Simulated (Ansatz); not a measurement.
Set up this calculation in Ansatz 0.2.0, as the native input.

```
Task                                : band structure
Functional                          : PBEsol
Potentials or basis                 : Ansatz PAW
Cutoff                              : 420 eV (not typed: the program's choice for these potentials)
k mesh                              : 5 × 5 × 5
Occupations                         : fermi-dirac, width 0.05 eV
Spin                                : spin-orbit coupling, no magnetisation
Path                                : [["G", "X", "W", "K", "G", "L", "U", "W", "L", "K"], ["U", "X"]]
Points for each segment of the path : 14
```

The system is SnTe.

```
Te Sn
1.0
     0.00000    3.15085    3.15085
     3.15085    0.00000    3.15085
     3.15085    3.15085    0.00000
Te Sn
1 1
Direct
  0.50000 0.50000 0.50000
  0.00000 0.00000 0.00000
```

One way to write it, as run:

input.yaml

```yaml
crystal:
  lattice:
    - [0.0, 3.15085, 3.15085]
    - [3.15085, 0.0, 3.15085]
    - [3.15085, 3.15085, 0.0]
  atoms:
    - { symbol: Te, position: [0.5, 0.5, 0.5] }
    - { symbol: Sn, position: [0.0, 0.0, 0.0] }
hamiltonian:
  xc: pbesol
  pseudopotentials: { kind: paw_fr }
magnetization:
  noncollinear: true
  spin_orbit: true
kpoints:
  mp_grid: { grid: [5, 5, 5] }
  band_path:
    path:
      - [[0.0, 0.0, 0.0], [0.5, 0.0, 0.5], [0.5, 0.25, 0.75], [0.375, 0.375, 0.75], [0.0, 0.0, 0.0], [0.5, 0.5, 0.5], [0.625, 0.25, 0.625], [0.5, 0.25, 0.75], [0.5, 0.5, 0.5], [0.375, 0.375, 0.75]]
      - [[0.625, 0.25, 0.625], [0.5, 0.0, 0.5]]
    npoints: 14
scf:
  occupations: { method: fermi_dirac, width: 0.05 }
  n_extra_bands: 6
output:
  forces: true
  stress: true
  eigenvalues: true
  fatbands: true
```

Potentials or basis: Ansatz PAW.

Command:

```bash
$ ansatz run input.yaml --threads 2 --pin off --max-ram 5632MiB --backend cpu --events-out ev --progress --plain --runs-dir out
```

Results of the run:

```json
{
 "Pressure": "-0.4 GPa",
 "Band gap along the path": "0.21 eV, indirect (least direct gap 0.27 eV)"
}
```

Caveat: this odd mesh misses L, where the gap lies, so gap, dielectric constants and Born charges aren't listed; the PAW data sets come from PBE, with cores solved anew for the run's functional, which leaves a small shift of forces and pressure.

Wall time 34 s on 2 threads of Arm Neoverse V1 (shared host), peak memory 0.6 GiB.
